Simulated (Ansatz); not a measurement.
The system is Br.

```
CELL_PARAMETERS angstrom
3.36325 -2.32255 0.00000
3.36325 2.32255 0.00000
0.00000 0.00000 8.70230
ATOMIC_POSITIONS crystal
Br 0.36510 0.63490 0.39010
Br 0.13490 0.86510 0.89010
Br 0.63490 0.36510 0.60990
Br 0.86510 0.13490 0.10990
```

Base run:

```yaml
Program: Ansatz 0.2.0
Functional: PBE0 form with a typed share of exact exchange
Potentials_or_basis: Ansatz PAW
Cutoff: "420 eV (not typed: the program's choice for these potentials)"
k_mesh: 4 × 4 × 2
Occupations: fermi-dirac, width 0.05 eV
Spin: no spin polarisation
```

Its results: band gap on the k mesh 3.04 eV, indirect (least direct gap 3.14 eV); pressure 1.2 GPa; largest force 0.417 eV/Å.

After a change of settings the same cell gave: band gap on the k mesh 2.64 eV, indirect (least direct gap 2.73 eV); pressure 1.4 GPa; largest force 0.558 eV/Å. Which change was it?
A. share of exact exchange from 0.15 to 0
B. share of exact exchange from 0.15 to 0.35
C. share of exact exchange from 0.15 to 0.1
D. functional from PBE0 form with a typed share of exact exchange to PBE0; share of exact exchange from 0.15 to 0.25

C.

Caveats: the PAW data sets come from PBE, with cores solved anew for the run's functional, which leaves a small shift of forces and pressure; the thresholds are loose for stress.
